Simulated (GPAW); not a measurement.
Ti3Si:

```xyz
4
Lattice="0.0000 3.1444 3.1444 3.1444 0.0000 3.1444 3.1444 3.1444 0.0000" Properties=species:S:1:pos:R:3 pbc="T T T"
Ti    0.0000    0.0000    0.0000
Ti    1.5722    1.5722    1.5722
Ti    4.7165    4.7165    4.7165
Si    3.1444    3.1444    3.1444
```

The cell comes from a database or a generator and needn't be the stable form of this composition.

| Property | Result |
| --- | --- |
| Program | GPAW 26.7.0 |
| Task | relaxation of cell and atoms |
| Functional | PBEsol |
| Dispersion | D3 |
| Potentials or basis | PAW data sets generated in the run's folder for this functional |
| Cutoff | 600 eV |
| Basis | pw |
| k mesh | 7 × 7 × 7 |
| Occupations | fermi-dirac, width 0.05 eV |
| Spin | no spin polarisation |

At the start: pressure -9.6 GPa; volume 15.54 Å³/atom.

Problem. How do energy, volume and symmetry change on relaxing?

Solution. Over 4 steps the energy falls by 29.7 meV/atom and the volume is 14.47 Å³/atom (-6.9 %); space group Fm-3m (No. 225, to 0.05 Å).

The path:
```
step  energy change (eV)  largest force (eV/Å)  pressure (GPa)  volume (Å³)
   1              0.0000                0.0000           -9.62        62.18
   2             -0.0323                0.0000           -8.46        61.56
   3             -0.1172                0.0000            0.75        57.57
   4             -0.1190                0.0000           -0.05        57.86
```

Final structure:
```
Ti Si
1.0
     0.00000    3.06992    3.06992
     3.06992    0.00000    3.06992
     3.06992    3.06992    0.00000
Ti Si
3 1
Cartesian
  0.0000 0.0000 0.0000
  1.5350 1.5350 1.5350
  4.6049 4.6049 4.6049
  3.0699 3.0699 3.0699
```

Caveat: later steps reuse the first step's grids; pairwise dispersion overbinds metals, which lowers pressure and volume.
